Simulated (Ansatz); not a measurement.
# The V2NS2 MXene monolayer under a gate

Aim: charge, voltage and capacitance of the V2NS2 MXene monolayer in a field-effect set-up.

Program: Ansatz 0.2.0. Level of theory: plane-wave DFT, PBE-D3(BJ), Ansatz PAW. Results are calculated unless marked as measured.

## (1) Starting point

The cell holds 5 atoms: 2 S, 2 V and 1 N. Its edges and angles: a = 2.941 Å, b = 2.941 Å, c = 42.589 Å, α = 90.0°, β = 90.0°, γ = 120.0°. Vacuum lies along c.

## (2) Relaxing the slab

The starting cell is a guess, so the in-plane lattice and the atoms are relaxed first, with the slab cut off from its images along the normal.

input.yaml

```yaml
crystal:
  lattice:
    - [2.940652, 0.0, 0.0]
    - [-1.470326, 2.5466793357, 0.0]
    - [0.0, 0.0, 42.589237261]
  atoms:
    - { symbol: S, position: [0.3333333333, 0.6666666667, 0.4320340345] }
    - { symbol: V, position: [0.6666666667, 0.3333333333, 0.4727559588], spin: 2.0 }
    - { symbol: "N", position: [0.0, 0.0, 0.5] }
    - { symbol: V, position: [0.3333333333, 0.6666666667, 0.5272440412], spin: 2.0 }
    - { symbol: S, position: [0.6666666667, 0.3333333333, 0.5679659655] }
  periodic: [true, true, false]
magnetization:
  spin_polarized: true
kpoints:
  mp_grid: { grid: [12, 12, 1] }
hamiltonian:
  xc: pbe
  dispersion: d3bj
scf:
  occupations: { method: fermi_dirac, width: 0.05 }
  convergence: { dr2_threshold: 1.0e-09 }
relax:
  f_tol: 0.004
  max_steps: 90
  cell: {}
output:
  write_potential: true
  write_density: true
  volumetric_format: npy
```

Started as:

```sh
> ansatz run input.yaml --threads 4 --pin off --max-ram 12288MiB --backend cpu --events-out ev --progress --plain --runs-dir out
```

Numbers of over 12 decimals in the logs are rounded to 6 here.

Output:

```text
Warning: relax.cell: scf.convergence.dr2_threshold = 1e-9 eV is looser than the 2.00561561724e-10 eV advised for a relaxation that steers and ends on the stress (1e-10 eV for each atom of the cell: 5, times the square of relax.cell.stress_2d_tol = 0.05 N/m over 15.8 Å (the atoms' height at the walk's start and 5 Å past either face), 3.167e-2 GPa, over a crystal's default 0.05). What an SCF threshold leaves in a stress goes as its square root, and in the free energy as the threshold itself, and one threshold admits the most on a small cell: [figures from the program's tests cut] Set scf.convergence.dr2_threshold to 2.00561561724e-10 eV or tighter. [rest of the remark cut]
Engine: ansatz 0.2.0, aarch64-unknown-linux-gnu
Pseudopotentials: kind: paw
Pseudopotential: S, paw, valence charge 6, recommended cutoff 420 eV (normal), S.paw.azcp
Pseudopotential: V, paw, valence charge 13, recommended cutoff 420 eV (normal), V.paw.azcp
Pseudopotential: N, paw, valence charge 5, recommended cutoff 420 eV (normal), N.paw.azcp
Functional definition: PBE
  parameter kappa = 0.804
  parameter beta = 0.066725
  exchange = pbe_x(kappa = kappa, mu = beta*pi^2/3)
  correlation = pbe_c(beta = beta)
Crystal: 5 atoms, lattice volume = 318.946 Å³
Basis set: ecut = 420 eV, 6143 PW (Γ), exchange–correlation on 40×40×576 points (8 copies of the dense FFT grid, shifted against one another)
Bands: 29, of which v1, the nominal top of the filled ones, is band 22 counted from 1 (21 counted from 0)
Symmetry: 12 space group operations
Space group: P-3m1 (ITA 164), of the structure as read, at distance tolerance 6.8e-5 Å
Magnetic group: BNS 164.85 (UNI 1315), of the structure as read, at distance tolerance 6.8e-5 Å
k-points: 19 of 144
Non-local potential: S, projectors of the file, l = 0: 2, l = 1: 2, l = 2: 2
Non-local potential: V, projectors of the file, l = 0: 3, l = 1: 2, l = 2: 3, l = 3: 1
Non-local potential: N, projectors of the file, l = 0: 2, l = 1: 2, l = 2: 1
PAW form: soft (Blöchl's): semilocal exchange-correlation on the pseudo side does not see the compensation charge
PAW one-centre angular grid: S, 110 points (default); XC on 64 Gauss nodes
PAW one-centre angular grid: V, 590 points (default); XC on 64 Gauss nodes
PAW one-centre angular grid: N, 110 points (default); XC on 64 Gauss nodes
Initial density: superposition of atomic densities (neutral atoms: chi_scale 0, normalization atom)
Starting moments: Σ|m| = 4 μB on 2 of 5 sites
Initial wavefunctions: pseudopotential atomic-orbital guess
Functional: x = pbe(κ = 0.804, μ = 0.219515), c = pbe(β = 0.066725)
SCF iter   1: F=—  HF=-8021.091261 eV  |F-HF|=—  |Δ(HF+E_count)|=         —  Δρ=3.85e-2 (↑3.85e-2 ↓2.46e-2)  dr2=1.32e1  dr2_m=1.02e0  M=1.909 μB ∫|m|=2.693 μB  β_m=0.30  ethr=3.10e-3  ⟨swp⟩=16.5  Hψ=9212  notcnv=0
Mixer restart at iter 1: flushing history
preconditioner: auto → LDOS  [metal: Δε(μ)=0.018 eV  Ē_g=9.091 eV  σ=0.050 eV  W_gap=0.09  n_scr=26 (ndim 8)  ℏωp=10.8 eV  f_vac=0.770  D(μ)=4.29/eV (n_scr^D=20)]
spin=Collinear: LDOS preconditioning applied to the charge; magnetization (m = ρ↑ − ρ↓) channel mixes plain (no charge-response kernel on spin).
SCF iter   2: F=—  HF=-8019.681076 eV  |F-HF|=—  |Δ(HF+E_count)|=    1.41e0  Δρ=2.85e-2 (↑2.85e-2 ↓1.81e-2)  dr2=6.64e0  dr2_m=6.11e-1  M=1.711 μB ∫|m|=2.567 μB  β_m=0.60  ethr=3.10e-3  ⟨swp⟩=3.2  Hψ=2207  notcnv=0  defer=37
SCF iter   3: F=—  HF=-8018.742401 eV  |F-HF|=—  |Δ(HF+E_count)|=   9.39e-1  Δρ=6.71e-3 (↑6.01e-3 ↓6.71e-3)  dr2=1.43e-1  dr2_m=8.82e-2  M=1.191 μB ∫|m|=1.953 μB  β_m=0.60  ethr=3.10e-3  ⟨swp⟩=4.0  Hψ=2895  notcnv=0  defer=33
SCF iter   4: F=—  HF=-8019.155983 eV  |F-HF|=—  |Δ(HF+E_count)|=         —  Δρ=1.53e-2 (↑1.47e-2 ↓1.53e-2)  dr2=1.64e-2  dr2_m=6.51e-1  M=0.261 μB ∫|m|=0.572 μB  β_m=1.00  ethr=3.32e-4  ⟨swp⟩=3.5  Hψ=2515  notcnv=0  defer=29  κ⁻¹=1.0e-2(r=2)
SCF iter   5: F=—  HF=-8019.016229 eV  |F-HF|=—  |Δ(HF+E_count)|=   1.40e-1  Δρ=3.17e-3 (↑2.76e-3 ↓3.17e-3)  dr2=1.34e-2  dr2_m=2.45e-2  M=0.122 μB ∫|m|=0.238 μB  β_m=0.60  ethr=1.16e-4  ⟨swp⟩=4.0  Hψ=2978  notcnv=0  defer=29
SCF iter   6: F=—  HF=-8019.014174 eV  |F-HF|=—  |Δ(HF+E_count)|=   2.06e-3  Δρ=1.93e-3 (↑1.42e-3 ↓1.93e-3)  dr2=3.68e-3  dr2_m=7.80e-3  M=0.074 μB ∫|m|=0.147 μB  β_m=0.80  ethr=3.12e-5  ⟨swp⟩=4.0  Hψ=2403  notcnv=0  defer=4
SCF iter   7: F=—  HF=-8019.014984 eV  |F-HF|=—  |Δ(HF+E_count)|=   8.11e-4  Δρ=4.17e-4 (↑3.74e-4 ↓4.17e-4)  dr2=2.51e-3  dr2_m=1.39e-4  M=0.011 μB ∫|m|=0.018 μB  β_m=0.72  ethr=8.56e-6  ⟨swp⟩=3.4  Hψ=2642  notcnv=0  defer=4
SCF iter   8: F=—  HF=-8019.014735 eV  |F-HF|=—  |Δ(HF+E_count)|=   2.49e-4  Δρ=1.23e-4 (↑9.31e-5 ↓1.23e-4)  dr2=1.54e-4  dr2_m=3.24e-6  M=0.002 μB ∫|m|=0.003 μB  β_m=0.76  ethr=5.84e-6  ⟨swp⟩=2.8  Hψ=1842  notcnv=0
SCF iter   9: F=—  HF=-8019.014746 eV  |F-HF|=—  |Δ(HF+E_count)|=   1.14e-5  Δρ=2.83e-5 (↑2.71e-5 ↓2.83e-5)  dr2=8.80e-6  dr2_m=9.42e-7  M=0.002 μB ∫|m|=0.002 μB  β_m=0.77  ethr=3.59e-7  ⟨swp⟩=3.3  Hψ=2348  notcnv=0
SCF iter  10: F=—  HF=-8019.014749 eV  |F-HF|=—  |Δ(HF+E_count)|=   2.80e-6  Δρ=1.06e-5 (↑1.06e-5 ↓1.01e-5)  dr2=2.16e-7  dr2_m=2.46e-7  M=0.001 μB ∫|m|=0.001 μB  β_m=0.83  ethr=2.05e-8  ⟨swp⟩=3.2  Hψ=2357  notcnv=0
SCF iter  11: F=—  HF=-8019.014750 eV  |F-HF|=—  |Δ(HF+E_count)|=   8.70e-7  Δρ=4.81e-6 (↑2.74e-6 ↓4.81e-6)  dr2=2.83e-8  dr2_m=3.49e-8  M=0.000 μB ∫|m|=0.000 μB  β_m=0.87  ethr=5.02e-10  ⟨swp⟩=3.6  Hψ=2682  notcnv=0
SCF iter  12: F=—  HF=-8019.014750 eV  |F-HF|=—  |Δ(HF+E_count)|=   8.27e-8  Δρ=1.01e-6 (↑1.01e-6 ↓8.36e-7)  dr2=2.09e-9  dr2_m=1.89e-9  M=0.000 μB ∫|m|=0.000 μB  β_m=0.90  ethr=6.58e-11  ⟨swp⟩=3.3  Hψ=2518  notcnv=0
SCF iter  13: F=—  HF=-8019.014750 eV  |F-HF|=—  |Δ(HF+E_count)|=   5.67e-9  Δρ=2.99e-7 (↑2.99e-7 ↓2.77e-7)  dr2=6.92e-10  dr2_m=1.38e-10  M=-0.000 μB ∫|m|=0.000 μB  β_m=0.84  ethr=4.86e-12  ⟨swp⟩=3.7  Hψ=2599  notcnv=0
SCF iter  14: F=-8019.014750 eV  HF=-8019.014750 eV  |F-HF|=1.83e-9  |Δ(HF+E_count)|=  3.67e-10  Δρ=8.61e-8 (↑8.61e-8 ↓6.89e-8)  dr2=4.10e-11  dr2_m=4.16e-12  M=-0.000 μB ∫|m|=0.000 μB  ethr=1.61e-12  ⟨swp⟩=8.2  Hψ=8154  notcnv=0
WARN: the starting moments were not kept: the SCF closed with an absolute magnetisation of 5.8e-6 μB, where they sum to 4 μB in size (2 sites). That is at most 0.1 of that sum. Measured as dr2_m measures the in/out step, that magnetisation stands 6.0e-12 eV from none, at or under the dr2_threshold of 1.0e-9 eV: it is no larger than a step whose dr2_m would equal this threshold. The system may hold no moment; this SCF [...]
SCF 1 converged in 14 iterations: F = -8019.014750 eV  dr2 = 4.10e-11
[...]
relax step   5: F+E_penalty+E_count = -8019.47746240 eV  Δ(F+E_penalty+E_count) = +1.964e-5 eV  max|allowed force component| = 4.575e-3 eV/Å  Δτ_max = 0.0045 Å  P = -0.039 N/m  Ω = 340.222 Å³  energy of the carried Pulay correction = -4.959e-3 eV  fix = [c, alpha, beta]  reactions: c -0.000 N/m  (8 SCF iters, accepted)
[...]
relax step   6: F+E_penalty+E_count = -8019.47751031 eV  Δ(F+E_penalty+E_count) = -4.791e-5 eV  max|allowed force component| = 8.010e-4 eV/Å  Δτ_max = 0.0010 Å  P = +0.007 N/m  Ω = 340.052 Å³  energy of the carried Pulay correction = -4.920e-3 eV  fix = [c, alpha, beta]  reactions: c +0.000 N/m  (7 SCF iters, accepted)
[...]
relax step   7: F+E_penalty+E_count = -8019.48482231 eV  Δ(F+E_penalty+E_count) = -7.312e-3 eV  max|allowed force component| = 9.450e-4 eV/Å  Δτ_max = 0.0000 Å  P = +0.170 N/m  Ω = 340.052 Å³  fix = [c, alpha, beta]  reactions: c +0.000 N/m  stress off target by 1.70e-1 N/m on what of the cell is left free  SCF on the basis re-selected at this cell (its energy is not comparable with the rows above)  (6 SCF iters)
[...]
relax step   8: F+E_penalty+E_count = -8019.48477430 eV  Δ(F+E_penalty+E_count) = +4.801e-5 eV  max|allowed force component| = 1.975e-3 eV/Å  Δτ_max = 0.0013 Å  P = -0.005 N/m  Ω = 340.510 Å³  energy of the carried Pulay correction = -1.057e-4 eV  fix = [c, alpha, beta]  reactions: c -0.000 N/m  (8 SCF iters, accepted)
iter 1 solved again at ethr=1.07e-7 eV; its pass at ethr=3.10e-3 eV (dr2=4.60e-5 eV) is discarded
SCF iter   1: F=—  HF=-8019.484673 eV  |F-HF|=—  |Δ(HF+E_count)|=         —  Δρ=4.31e-6 (↑4.31e-6 ↓4.31e-6)  dr2=2.04e-8  dr2_m=3.28e-12  M=-0.000 μB ∫|m|=0.000 μB  β_m=0.65  ethr=1.07e-7  ⟨swp⟩=6.7  Hψ=14858  notcnv=0
preconditioner: auto → LDOS  [metal: Δε(μ)=0.020 eV  Ē_g=7.833 eV  σ=0.050 eV  W_gap=0.10  n_scr=22 (ndim 8)  ℏωp=10.5 eV  f_vac=0.788  D(μ)=2.85/eV (n_scr^D=16)]
spin=Collinear: LDOS preconditioning applied to the charge; magnetization (m = ρ↑ − ρ↓) channel mixes plain (no charge-response kernel on spin).
SCF iter   2: F=—  HF=-8019.484866 eV  |F-HF|=—  |Δ(HF+E_count)|=   1.93e-4  Δρ=1.57e-6 (↑1.57e-6 ↓1.57e-6)  dr2=1.04e-8  dr2_m=1.12e-12  M=-0.000 μB ∫|m|=0.000 μB  β_m=0.45  ethr=4.75e-11  ⟨swp⟩=5.0  Hψ=3684  notcnv=0
SCF iter   3: F=—  HF=-8019.484875 eV  |F-HF|=—  |Δ(HF+E_count)|=   9.52e-6  Δρ=1.08e-6 (↑1.08e-6 ↓1.07e-6)  dr2=1.68e-9  dr2_m=7.62e-13  M=-0.000 μB ∫|m|=0.000 μB  β_m=0.58  ethr=2.41e-11  ⟨swp⟩=3.3  Hψ=2000  notcnv=0
SCF iter   4: F=-8019.484892 eV  HF=-8019.484891 eV  |F-HF|=9.56e-7  |Δ(HF+E_count)|=   1.58e-5  Δρ=1.83e-7 (↑1.83e-7 ↓1.80e-7)  dr2=1.65e-10  dr2_m=1.29e-13  M=-0.000 μB ∫|m|=0.000 μB  ethr=2.33e-12  ⟨swp⟩=13.1  Hψ=9579  notcnv=0
the starting moments were not kept: the SCF closed with an absolute magnetisation of 1.1e-6 μB, where they sum to 4 μB in size (2 sites). That is at most 0.1 of that sum. Measured as dr2_m measures the in/out step, that magnetisation stands 4.1e-13 eV from none, at or under the dr2_threshold of 1.0e-9 eV: it is no larger than a step whose dr2_m would equal this threshold.
SCF 9 converged in 4 iterations: F = -8019.484892 eV  dr2 = 1.65e-10
relax step   9: F+E_penalty+E_count = -8019.48489219 eV  Δ(F+E_penalty+E_count) = -1.179e-4 eV  max|allowed force component| = 1.986e-3 eV/Å  Δτ_max = 0.0000 Å  P = -0.003 N/m  Ω = 340.510 Å³  fix = [c, alpha, beta]  reactions: c -0.000 N/m  stress off target by 2.99e-3 N/m on what of the cell is left free  SCF on the basis re-selected at this cell (its energy is not comparable with the rows above)  (4 SCF iters)
basis re-selected at this cell: Δ(F+E_penalty+E_count) = -1.179e-4 eV, ΔP = +0.002 N/m vs the last step (what re-selecting the basis moved, of the pressure what is left beyond the Pulay correction that the steps carried, after the strain that the cell walked since its last selection, with what the two solves' SCF thresholds leave and, on support functions, any second-order correction that the steps lacked; it is no m [...]
WARN: The output density's exchange-correlation potential varies sharply where the density is thin. Do not read a vacuum level from v_tot or v_xc, or from such a field of the output density. On a cell that repeats whose density bears no net charge and no dipole along the vacuum's axis use v_es (v_loc + v_h of the components); under efield.dipole_correction with no amplitude use v_es + v_field, which holds any externa [...]
SCF converged after 4 iterations
Magnetization: -0.0000 μB (21.5000 up, 21.5000 down)
Absolute magnetization: 0.0000 μB (∫|ρ↑−ρ↓|, with the PAW one-centre terms)
Spin contamination: 0.0000 ħ² per cell (⟨S²⟩ above its minimum at these occupations)
Per-site moments (μB) at R_I (Å): [(6.280766688263125e-9, 0.973020), (-3.6255369936881694e-7, 0.841292), (1.0064496334229273e-7, 0.841292), (-3.6255369929358183e-7, 0.841292), (6.280766685551286e-9, 0.973020)]
Free energy (F): -8019.484892 eV
Harris-Foulkes:  -8019.484891 eV  (|F-HF|=9.56e-7)
Internal energy: -8019.461984 eV  (E = F + TS)
E sigma→0 (E₀):  -8019.473438 eV
Entropy (-TS):   -0.022909 eV (-4.582 meV/atom)
Fermi energy:    -5.271625 eV
--- Per-component energies (eV) ---
  E_band       = -1122.547903
  E_kinetic    = 1022.451753
  E_local      = -185192.002097  (includes V_loc(G=0)·N_el)
  E_nonlocal   = 8.729555
  E_hartree    = 92023.351580
  E_xc         = -517.853735
  E_vxc        = -585.723357  (∫ρ·V_xc dr)
  E_paw        = -3552.180980  (= ΣΔE_a)
  E_vpaw       = -422.708915  (= ΣTr[D̂ρ^β])
  E_aug_tail   = 0.000642  (compensation charges beyond the density's cutoff)
  E_ewald      = 88189.864010
  E_disp       = -1.822711  (pairwise vdW)
  E_smearing   = -0.022909  (= −TS)
  E_closure    = 0.000000  (closes the sum)
  Σ components = -8019.484892   (vs F -8019.484892, Δ=0.00e0)
--- Forces (eV/Å), atoms counted from 1 ---
  atom   1  S     -0.00000000     0.00000000     0.00023795
  atom   2  V     -0.00000000    -0.00000000     0.00198577
  atom   3  N     -0.00000000     0.00000000     0.00000000
  atom   4  V      0.00000000     0.00000000    -0.00198577
  atom   5  S     -0.00000000    -0.00000000    -0.00023795
  max |Σ_I F_I| component: 1.10e-17 eV/Å
--- 2D stress c σ (N/m, compression-positive) ---
       -0.002994      -0.000000      -0.000000
       -0.000000      -0.002994      -0.000000
       -0.000000      -0.000000      -0.000000
  P = ½ c Tr σ = -0.0030 N/m
--- Band table (eV; the first three rows and the last of 38) ---
  k-point 0 ↑: bands = [... 18 lower, -6.5037, -6.5037, -5.8409, -5.0612, -5.0612, -4.7421, -4.7421, -4.3331, ... 3 higher]
  k-point 1 ↑: bands = [... 18 lower, -6.7393, -6.6986, -6.0419, -5.0919, -5.0898, -4.7225, -4.5463, -4.0670, ... 3 higher]
  k-point 2 ↑: bands = [... 18 lower, -7.1403, -6.7888, -6.5390, -5.2484, -5.0702, -4.6159, -4.0845, -3.8826, ... 3 higher]
  k-point 18 ↓: bands = [... 18 lower, -8.6925, -8.6925, -5.3941, -5.3941, -5.2644, -4.0932, -4.0932, -3.7755, ... 3 higher]
  the weakly bound empty levels are not read free of the cell's end (no_gap_told)
--- Relaxed structure (7 steps of the walk, 7 accepted, 2 SCFs on fresh bases) ---
  F+E_penalty+E_count = -8019.48489219 eV   max|allowed force component| = 1.986e-3 eV/Å   (the final SCF, on the basis selected at the relaxed cell)
  cell:  # Å, volume = 340.5100 Å³
    - [3.038433, 0, 0]
    - [-1.519216, 2.631360, 0]
    - [0, 0, 42.589237261]
  atoms:
    - { symbol: S, position: [0.333333, 0.666667, 0.438547] }
    - { symbol: V, position: [0.666667, 0.333333, 0.475574] }
    - { symbol: N, position: [0, 0, 0.5] }
    - { symbol: V, position: [0.333333, 0.666667, 0.524426] }
    - { symbol: S, position: [0.666667, 0.333333, 0.561453] }
```

Wall time 73 s (4 threads of Arm Neoverse V1, shared host); peak memory 0.91 GiB.

The steps of the relaxation:

| step | energy less that of the first step (eV) | largest force component (eV/Å) | volume (Å³) |
| --- | --- | --- | --- |
| 1 | 0.0000 | 1.5923 | 318.95 |
| 2 | -0.4115 | 0.3509 | 330.89 |
| 3 | -0.4472 | 0.2420 | 343.39 |
| 4 | -0.4627 | 0.0256 | 339.59 |
| 5 | -0.4627 | 0.0046 | 340.22 |
| 6 | -0.4628 | 0.0008 | 340.05 |
| 7* | -0.4701 | 0.0009 | 340.05 |
| 8 | -0.4700 | 0.0020 | 340.51 |
| 9* | -0.4701 | 0.0020 | 340.51 |

Relaxation steps marked * repeat the geometry before them on a plane-wave basis chosen anew for their cell, so energy and pressure can jump there.

Forces are held to the 12 operations that the run works with; a distortion that breaks them can't arise in this run.

| cell as run | before | after | change |
| --- | --- | --- | --- |
| a (Å) | 2.941 | 3.038 | +3.3 % |
| b (Å) | 2.941 | 3.038 | +3.3 % |

The atoms that moved most (Å, along periodic axes as changes of fractional coordinates times the final cell, across vacuum about the mean position):

| atom | dx | dy | dz | length |
| --- | --- | --- | --- | --- |
| S1 | 0.000 | 0.000 | 0.277 | 0.277 |
| S5 | 0.000 | 0.000 | -0.277 | 0.277 |
| V2 | 0.000 | 0.000 | 0.120 | 0.120 |
| V4 | 0.000 | 0.000 | -0.120 | 0.120 |

The relaxed structure:

```xyz
5
Lattice="3.0384 0.0000 0.0000 -1.5192 2.6314 0.0000 0.0000 0.0000 42.5892" Properties=species:S:1:pos:R:3
S     0.0000    1.7542   18.6774
V     1.5192    0.8771   20.2543
N     0.0000    0.0000   21.2946
V     0.0000    1.7542   22.3349
S     1.5192    0.8771   23.9118
```

This step gave:

- energy at zero smearing: -8019.4734 eV

The lattice constant a goes from 2.941 to 3.038 Å.

[end of part 1 of 3]

[Logs are printed without paths, hosts, clocks, repeated set-up lines and the standing remarks that a program may print on its own settings, such as how far it seeks lower states.]

[Hosts, paths, dates, database ids (printed as entryN), source tags and the programs' standing remarks are cut or masked in the printed files.]

[Maps of the electrostatic potential energy from Ansatz leave out the sawtooth potential of an applied field or a dipole correction, so their vacuum need not be flat; planar profiles and work functions include it.]
